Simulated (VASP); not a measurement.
A run of VASP 6.6.1 is set up as follows.

The input INCAR:

```
SYSTEM = Al
PREC     = Accurate       ! precision mode
ENCUT    = 520            ! plane-wave cutoff, eV
EDIFF    = 1E-7           ! SCF threshold, eV
ISMEAR   = -1             ! smearing method
SIGMA    = 0.05           ! smearing width, eV
LREAL    = .False.        ! projectors in reciprocal space
LASPH    = .True.         ! aspherical terms in the spheres
NELM     = 60             ! most SCF steps
ALGO     = Normal         ! electronic algorithm
ISIF     = 2              ! what is computed and relaxed
LWAVE    = .False.        ! write WAVECAR
LCHARG   = .False.        ! write CHGCAR
GGA      = PE             ! functional
NBANDS   = 16             ! bands
```

Contents of KPOINTS:

```
Automatic mesh
0
Gamma
  11 11 3
  0 0 0
```

Contents of POSCAR:

```
Al
1.0
    2.8712000000      0.0000000000      0.0000000000
   -1.4356000000      2.4865300000      0.0000000000
    0.0000000000      0.0000000000     11.6013500000
Al
5
Direct
    0.6821150000      0.3230000000      0.7996570000
    0.0166620000      0.0099460000      0.0035630000
    0.3379710000      0.6742140000      0.1976290000
    0.6782690000      0.3477110000      0.3986800000
    0.3138360000      0.6630230000      0.6001690000
```

Potentials or basis: VASP PAW PBE potentials, release 64 (Al).

Command:

```bash
$ cat potpaw_PBE.64/Al/POTCAR > POTCAR
$ mpirun -np 1 vasp_std > vasp.out
```

**Question.** Estimate the pressure.

**Answer.** 0.0 GPa.

**Question.** Estimate the largest force.

**Answer.** 0.314 eV/Å.

**Question.** Predict the band gap on the k mesh.

**Answer.** None (metal or under the smearing width).

Stress tensor (GPa, compression positive):
```
-0.95  0.01  0.01
 0.01 -0.85 -0.14
 0.01 -0.14  1.95
```
